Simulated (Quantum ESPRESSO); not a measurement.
# BAs (F-43m) in Quantum ESPRESSO: a series of runs

Runs on BAs. Level: r2SCAN. Tasks: single point, equation of state.

All numbers are computed with Quantum ESPRESSO 7.5; they aren't measurements. Logs are shortened: lines on timing, memory, paths and dates and some standing lists are left out, and cuts for length are marked.

**The experiment to reproduce.**

“Basic Physical Properties of Cubic Boron Arsenide”, 2019, arxiv:1911.11281 quotes, for a bulk crystal of BAs: bulk modulus 148 GPa.

The results are compared with them further down.

### 1 Starting point

The structure is cubic, space group F-43m (No. 216). The conventional cell has a = 4.777 Å, b = 4.777 Å, c = 4.777 Å, α = 90.00°, β = 90.00°, γ = 90.00°. As (site symmetry -43m) has 4 B at 2.07 Å as nearest neighbours. B (site symmetry -43m) has 4 As at 2.07 Å as nearest neighbours.

### 2 Single point, r2SCAN, 12.81 Å³/atom

pw.in reads:

```
&CONTROL
  calculation = 'scf'
  prefix = 'pwscf'
  outdir = './tmp'
  pseudo_dir = './pseudo'
  tstress = .true.
  disk_io = 'nowf'
/
&SYSTEM
  ibrav = 0
  nat = 2
  ntyp = 2
  ecutwfc = 70
  nbnd = 9
  input_dft = 'r2scan'
  occupations = 'smearing'
  smearing = 'fd'
  degauss = 0.00367493
  nosym = .true.
  nr1 = 36
  nr2 = 36
  nr3 = 36
/
&ELECTRONS
  conv_thr = 1d-08
  electron_maxstep = 120
  mixing_beta = 0.5
/
ATOMIC_SPECIES
As    74.9216 As_ONCV_PBE-1.2.upf
B     10.8100 B_ONCV_PBE-1.2.upf
CELL_PARAMETERS angstrom
   0.0000000000    2.3397414207    2.3397414207
   2.3397414207    0.0000000000    2.3397414207
   2.3397414207    2.3397414207    0.0000000000
ATOMIC_POSITIONS crystal
As     0.7500000000    0.7500000000    0.7500000000
B      0.0000000000    0.0000000000    0.0000000000
K_POINTS automatic
8 8 8 0 0 0
```

Potentials or basis: SG15 PBE 1.2.

On the command line:

```console
$ OMP_NUM_THREADS=1 mpirun -n 4 pw.x -nk 4 -in pw.in > pw.out
```

pw.out:

```text
This program is part of the open-source Quantum ESPRESSO suite
     for quantum simulation of materials; please cite
         "P. Giannozzi et al., J. Phys.:Condens. Matter 21 395502 (2009);
         "P. Giannozzi et al., J. Phys.:Condens. Matter 29 465901 (2017);
         "P. Giannozzi et al., J. Chem. Phys. 152 154105 (2020);
     in publications or presentations arising from this work. More details at

     IMPORTANT: XC functional enforced from input :
     Exchange-correlation= R2SCAN
                           (   0   0   0   0   0 497 498)
     Any further DFT definition will be discarded
     Please, verify this is what you really want

     K-points division:     npool     =       4
     Subspace diagonalization in iterative solution of the eigenvalue problem:
     a serial algorithm will be used

     G-vector sticks info
     --------------------
     sticks:   dense  smooth     PW     G-vecs:    dense   smooth      PW
     Sum         745     745    241                13635    13635    2421

     Using Slab Decomposition

     bravais-lattice index     =            0
     lattice parameter (alat)  =       6.2529  a.u.
     unit-cell volume          =     172.8742 (a.u.)^3
     number of atoms/cell      =            2
     number of atomic types    =            2
     number of electrons       =         8.00
     number of Kohn-Sham states=            9
     kinetic-energy cutoff     =      70.0000  Ry
     charge density cutoff     =     280.0000  Ry
     scf convergence threshold =      1.0E-08
     mixing beta               =       0.5000
     number of iterations used =            8  plain     mixing
     Exchange-correlation= R2SCAN
                           (   0   0   0   0   0 497 498)

     celldm(1)=   6.252904  celldm(2)=   0.000000  celldm(3)=   0.000000
     celldm(4)=   0.000000  celldm(5)=   0.000000  celldm(6)=   0.000000

     crystal axes: (cart. coord. in units of alat)
               a(1) = (   0.000000   0.707107   0.707107 )
               a(2) = (   0.707107   0.000000   0.707107 )
               a(3) = (   0.707107   0.707107   0.000000 )

     reciprocal axes: (cart. coord. in units 2 pi/alat)
               b(1) = ( -0.707107  0.707107  0.707107 )
               b(2) = (  0.707107 -0.707107  0.707107 )
               b(3) = (  0.707107  0.707107 -0.707107 )

     PseudoPot. # 1 for As read from file:
     As_ONCV_PBE-1.2.upf
     Pseudo is Norm-conserving, Zval =  5.0
     Generated using ONCVPSP code by D. R. Hamann
     Using radial grid of  602 points,  6 beta functions with:
                l(1) =   0
                l(2) =   0
                l(3) =   1
                l(4) =   1
                l(5) =   2
                l(6) =   2

     PseudoPot. # 2 for B  read from file:
     B_ONCV_PBE-1.2.upf
     Pseudo is Norm-conserving, Zval =  3.0
     Generated using ONCVPSP code by D. R. Hamann
     Using radial grid of  602 points,  4 beta functions with:
                l(1) =   0
                l(2) =   0
                l(3) =   1
                l(4) =   1

     atomic species   valence    mass     pseudopotential
     As                5.00    74.92160     As( 1.00)
     B                 3.00    10.81000     B ( 1.00)

     No symmetry found

   Cartesian axes

     site n.     atom                  positions (alat units)
         1        As     tau(   1) = (   1.0606602   1.0606602   1.0606602  )
         2        B      tau(   2) = (   0.0000000   0.0000000   0.0000000  )

     number of k points=   260  Fermi-Dirac smearing, width (Ry)=  0.0037

     Number of k-points >= 100: set verbosity='high' to print them.

     Dense  grid:    13635 G-vectors     FFT dimensions: (  36,  36,  36)

     WARNING: libxc functional with ID  497 depends
      on external parameters: check the user_guide of
      QE if you need to modify them or to check their
      default values.

     WARNING: libxc functional with ID  498 depends
      on external parameters: check the user_guide of
      QE if you need to modify them or to check their
      default values.

     Initial potential from superposition of free atoms

     starting charge       7.9509, renormalised to       8.0000
     Starting wfcs are random

     Self-consistent Calculation

     iteration #  1     ecut=    70.00 Ry     beta= 0.50
     Davidson diagonalization with overlap
     ethr =  1.00E-02,  avg # of iterations =  8.1

     total energy              =     -18.31672992 Ry
     estimated scf accuracy    <       0.29896202 Ry

     iteration #  2     ecut=    70.00 Ry     beta= 0.50
     Davidson diagonalization with overlap
     ethr =  3.74E-03,  avg # of iterations =  1.0

     total energy              =     -18.34065503 Ry
     estimated scf accuracy    <       0.03672331 Ry

     iteration #  3     ecut=    70.00 Ry     beta= 0.50
     Davidson diagonalization with overlap
     ethr =  4.59E-04,  avg # of iterations =  1.0

     total energy              =     -18.34242483 Ry
     estimated scf accuracy    <       0.00309781 Ry

     iteration #  4     ecut=    70.00 Ry     beta= 0.50
     Davidson diagonalization with overlap
     ethr =  3.87E-05,  avg # of iterations =  2.4

     total energy              =     -18.34251810 Ry
     estimated scf accuracy    <       0.00002534 Ry

     iteration #  5     ecut=    70.00 Ry     beta= 0.50
     Davidson diagonalization with overlap
     ethr =  3.17E-07,  avg # of iterations =  4.1

     total energy              =     -18.34252331 Ry
     estimated scf accuracy    <       0.00000426 Ry

     iteration #  6     ecut=    70.00 Ry     beta= 0.50
     Davidson diagonalization with overlap
     ethr =  5.32E-08,  avg # of iterations =  1.0

     total energy              =     -18.34252359 Ry
     estimated scf accuracy    <       0.00000027 Ry

     iteration #  7     ecut=    70.00 Ry     beta= 0.50
     Davidson diagonalization with overlap
     ethr =  3.43E-09,  avg # of iterations =  1.0

     End of self-consistent calculation

     Number of k-points >= 100: set verbosity='high' to print the bands.

     the Fermi energy is    10.0637 ev

!    total energy              =     -18.34252361 Ry
     estimated scf accuracy    <          7.2E-09 Ry
     smearing contrib. (-TS)   =      -0.00000001 Ry
     internal energy E=F+TS    =     -18.34252360 Ry

     The total energy is F=E-TS. E is the sum of the following terms:
     one-electron contribution =       6.26253842 Ry
     hartree contribution      =       1.20550444 Ry
     xc contribution           =      -5.46174924 Ry
     ewald contribution        =     -20.34881722 Ry

     convergence has been achieved in   7 iterations

     Computing stress (Cartesian axis) and pressure

          total   stress  (Ry/bohr**3)                   (kbar)     P=      118.54
   0.00080583   0.00000000  -0.00000000          118.54        0.00       -0.00
   0.00000000   0.00080583  -0.00000000            0.00      118.54       -0.00
  -0.00000000  -0.00000000   0.00080583           -0.00       -0.00      118.54

=------------------------------------------------------------------------------=
   JOB DONE.
=------------------------------------------------------------------------------=
```

Wall time 16 s (4 MPI ranks of AMD EPYC 9R45 (Zen 5), shared host); peak memory 0.32 GiB.

Results:

- Free energy: -249.5627 eV
- Pressure: 11.9 GPa
- Band gap on the k mesh: 1.25 eV, indirect (least direct gap 3.50 eV)

Caveat: the potentials were made for another functional, which shifts forces and pressure.

### 3 Single point, r2SCAN, 13.08 Å³/atom

Changes to pw.in since step 2:

```diff
@@ -32,5 +32,5 @@
 CELL_PARAMETERS angstrom
-   0.0000000000    2.3397414207    2.3397414207
-   2.3397414207    0.0000000000    2.3397414207
-   2.3397414207    2.3397414207    0.0000000000
+   0.0000000000    2.3562190158    2.3562190158
+   2.3562190158    0.0000000000    2.3562190158
+   2.3562190158    2.3562190158    0.0000000000
 ATOMIC_POSITIONS crystal
```

Potentials or basis: SG15 PBE 1.2.

On the command line:

```console
$ OMP_NUM_THREADS=1 mpirun -n 4 pw.x -nk 4 -in pw.in > pw.out
```

Wall time 16 s (4 MPI ranks of AMD EPYC 9R45 (Zen 5), shared host); peak memory 0.32 GiB.

Results (log left out):

| Property | Result |
| --- | --- |
| Free energy | -249.5968 eV |
| Pressure | 8.2 GPa |
| Band gap on the k mesh | 1.26 eV, indirect (least direct gap 3.47 eV) |

Caveat: the potentials were made for another functional, which shifts forces and pressure.

### 4 Single point, r2SCAN, 13.35 Å³/atom

Changes to pw.in since step 3:

```diff
@@ -32,5 +32,5 @@
 CELL_PARAMETERS angstrom
-   0.0000000000    2.3562190158    2.3562190158
-   2.3562190158    0.0000000000    2.3562190158
-   2.3562190158    2.3562190158    0.0000000000
+   0.0000000000    2.3724693156    2.3724693156
+   2.3724693156    0.0000000000    2.3724693156
+   2.3724693156    2.3724693156    0.0000000000
 ATOMIC_POSITIONS crystal
```

On the command line:

```console
$ OMP_NUM_THREADS=1 mpirun -n 4 pw.x -nk 4 -in pw.in > pw.out
```

Run time: 16 s. Hardware: 4 MPI ranks of AMD EPYC 9R45 (Zen 5), shared host; peak memory 0.32 GiB.

The run converged. Its results:

| Item | Value |
| --- | --- |
| Free energy | -249.6191 eV |
| Pressure | 4.9 GPa |
| Band gap on the k mesh | 1.28 eV, indirect (least direct gap 3.44 eV) |

Caveat: the potentials were made for another functional, which shifts forces and pressure.

### 5 Single point, r2SCAN, 13.63 Å³/atom

Changes to pw.in since step 4:

```diff
@@ -32,5 +32,5 @@
 CELL_PARAMETERS angstrom
-   0.0000000000    2.3724693156    2.3724693156
-   2.3724693156    0.0000000000    2.3724693156
-   2.3724693156    2.3724693156    0.0000000000
+   0.0000000000    2.3885000000    2.3885000000
+   2.3885000000    0.0000000000    2.3885000000
+   2.3885000000    2.3885000000    0.0000000000
 ATOMIC_POSITIONS crystal
```

On the command line:

```console
$ OMP_NUM_THREADS=1 mpirun -n 4 pw.x -nk 4 -in pw.in > pw.out
```

Run time: 17 s. Hardware: 4 MPI ranks of AMD EPYC 9R45 (Zen 5), shared host; peak memory 0.32 GiB.

The run converged. Its results:

- Free energy: -249.6307 eV
- Pressure: 2.0 GPa
- Band gap on the k mesh: 1.30 eV, indirect (least direct gap 3.42 eV)

Caveat: the potentials were made for another functional, which shifts forces and pressure.

### 6 Single point, r2SCAN, 13.90 Å³/atom

Changes to pw.in since step 5:

```diff
@@ -32,5 +32,5 @@
 CELL_PARAMETERS angstrom
-   0.0000000000    2.3885000000    2.3885000000
-   2.3885000000    0.0000000000    2.3885000000
-   2.3885000000    2.3885000000    0.0000000000
+   0.0000000000    2.4043183418    2.4043183418
+   2.4043183418    0.0000000000    2.4043183418
+   2.4043183418    2.4043183418    0.0000000000
 ATOMIC_POSITIONS crystal
```

Potentials or basis: SG15 PBE 1.2.

On the command line:

```console
$ OMP_NUM_THREADS=1 mpirun -n 4 pw.x -nk 4 -in pw.in > pw.out
```

Wall time 17 s (4 MPI ranks of AMD EPYC 9R45 (Zen 5), shared host); peak memory 0.32 GiB.

The run converged. Its results:

| Quantity | Value |
| --- | --- |
| Free energy | -249.6327 eV |
| Pressure | -0.7 GPa |
| Band gap on the k mesh | 1.31 eV, indirect (least direct gap 3.39 eV) |

Caveat: the potentials were made for another functional, which shifts forces and pressure.

### 7 Single point, r2SCAN, 14.17 Å³/atom

Changes to pw.in since step 6:

```diff
@@ -32,5 +32,5 @@
 CELL_PARAMETERS angstrom
-   0.0000000000    2.4043183418    2.4043183418
-   2.4043183418    0.0000000000    2.4043183418
-   2.4043183418    2.4043183418    0.0000000000
+   0.0000000000    2.4199312360    2.4199312360
+   2.4199312360    0.0000000000    2.4199312360
+   2.4199312360    2.4199312360    0.0000000000
 ATOMIC_POSITIONS crystal
```

On the command line:

```console
$ OMP_NUM_THREADS=1 mpirun -n 4 pw.x -nk 4 -in pw.in > pw.out
```

Wall time 17 s (4 MPI ranks of AMD EPYC 9R45 (Zen 5), shared host); peak memory 0.32 GiB.

It converged, with:

```
Free energy            : -249.6260 eV
Pressure               : -3.2 GPa
Band gap on the k mesh : 1.33 eV, indirect (least direct gap 3.37 eV)
```

Caveat: the potentials were made for another functional, which shifts forces and pressure.

### 8 Single point, r2SCAN, 14.44 Å³/atom

Changes to pw.in since step 7:

```diff
@@ -32,5 +32,5 @@
 CELL_PARAMETERS angstrom
-   0.0000000000    2.4199312360    2.4199312360
-   2.4199312360    0.0000000000    2.4199312360
-   2.4199312360    2.4199312360    0.0000000000
+   0.0000000000    2.4353452264    2.4353452264
+   2.4353452264    0.0000000000    2.4353452264
+   2.4353452264    2.4353452264    0.0000000000
 ATOMIC_POSITIONS crystal
```

On the command line:

```console
$ OMP_NUM_THREADS=1 mpirun -n 4 pw.x -nk 4 -in pw.in > pw.out
```

Wall time 17 s (4 MPI ranks of AMD EPYC 9R45 (Zen 5), shared host); peak memory 0.32 GiB.

The run converged. Its results:

```
Free energy            : -249.6113 eV
Pressure               : -5.4 GPa
Band gap on the k mesh : 1.35 eV, indirect (least direct gap 3.34 eV)
```

Caveat: the potentials were made for another functional, which shifts forces and pressure.

### 9 Equation of state, r2SCAN

Potentials or basis: SG15 PBE 1.2.

This step only gathers the single runs of the series.

Results:

* Equilibrium volume: 13.82 Å³/atom
* Bulk modulus: 134 GPa
* Pressure derivative of the bulk modulus: 4.0

Energy against volume, from the lowest point:
| volume (Å³/atom) | energy (meV/atom) |
| --- | --- |
| 12.809 | 34.97 |
| 13.081 | 17.95 |
| 13.354 | 6.81 |
| 13.626 | 0.99 |
| 13.899 | 0.00 |
| 14.171 | 3.37 |
| 14.444 | 10.68 |

Caveat: the potentials were made for another functional, which shifts forces and pressure.

### 10 Against experiment

Step 9. Against the measured bulk modulus of BAs, 148 GPa (quoted in “Basic Physical Properties of Cubic Boron Arsenide”, 2019, arxiv:1911.11281), the calculated 134 GPa is off by -9.7 %. The fit is for a static lattice scaled at fixed shape and fixed fractional positions.
